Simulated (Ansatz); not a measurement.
# Magnetic states of cobalt, diamond

Theory: DFT, RPBE, plane waves (420 eV) with PAW, scalar-relativistic (Ansatz). The PAW files were generated under PBE, with cores re-solved for the functional.

Each start was relaxed and then solved on a dense mesh, with Fermi-Dirac smearing of 0.05 eV (0.1 eV in a metal without spin) extrapolated to zero. Rows within 2 meV/atom of each other tie.

Task: Where does each start end, and how do the energies compare? Starts: non-magnetic; ferromagnetic; antiferromagnetic.

Result: 
```json
{"start": "ferromagnetic", "ends": "ferromagnetic, net 1.76 μB per atom", "ΔE (meV/atom)": "0.0", "V (Å³/atom)": "16.97"}
{"start": "antiferromagnetic", "ends": "ferromagnetic, net 1.76 μB per atom", "ΔE (meV/atom)": "0.0", "V (Å³/atom)": "16.97"}
{"start": "non-magnetic", "ends": "spin not included", "ΔE (meV/atom)": "115.7", "V (Å³/atom)": "15.37"}
```
